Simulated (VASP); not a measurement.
Crystal: PtS2.

```
CELL_PARAMETERS angstrom
3.54320 0.00000 0.00000
-1.77160 3.06850 0.00000
0.00000 0.00000 5.03880
ATOMIC_POSITIONS crystal
Pt 0.00000 0.00000 0.00000
S 0.66667 0.33333 0.77300
S 0.33333 0.66667 0.22700
```

| Item | Value |
| --- | --- |
| Program | VASP 6.6.1 |
| Task | relaxation of cell and atoms |
| Functional | rev-vdW-DF2 |
| Potentials or basis | VASP PAW PBE potentials, release 64 (Pt, S) |
| Cutoff | 600 eV |
| k mesh | 9 × 9 × 5 |
| Occupations | fermi-dirac, width 0.05 eV |
| Spin | no spin polarisation |

At the start: pressure 9.8 GPa; volume 18.26 Å³/atom.

Task: Where does the relaxation end?

Result: Over 18 steps the energy falls by 50.7 meV/atom and the volume is 18.14 Å³/atom (-0.6 %); space group P-3m1 (No. 164, to 0.05 Å).

The path:
```csv
step,energy change (eV),largest force (eV/Å),pressure (GPa),volume (Å³)
1,0.0000,1.4232,9.80,54.78
2,0.2167,1.1496,-12.93,64.12
3,-0.1255,0.2669,-1.02,58.02
4,-0.1257,0.3028,-0.68,57.90
5,-0.1374,0.1873,-0.47,57.52
6,-0.1425,0.0515,-0.21,57.08
7,-0.1425,0.0426,-0.18,57.06
8,-0.1436,0.0564,-0.04,56.84
9,-0.1461,0.0998,0.44,56.20
10,-0.1476,0.1865,1.51,54.92
11,-0.1478,0.1831,1.52,54.90
12,-0.1482,0.1759,1.47,54.84
13,-0.1490,0.1619,1.35,54.73
14,-0.1503,0.1345,1.15,54.50
15,-0.1514,0.0812,0.77,54.05
16,-0.1514,0.0714,0.71,53.97
17,-0.1517,0.0584,0.55,54.09
18,-0.1522,0.0161,0.05,54.43
```

Final structure:
```
CELL_PARAMETERS angstrom
3.58838 0.00000 0.00000
-1.79419 3.10763 0.00000
0.00000 0.00000 4.88137
ATOMIC_POSITIONS crystal
Pt 0.00000 0.00000 0.00000
S 0.66667 0.33333 0.75028
S 0.33333 0.66667 0.24972
```

Caveat: the PAW data sets were made with another functional, which shifts forces and pressure a little.
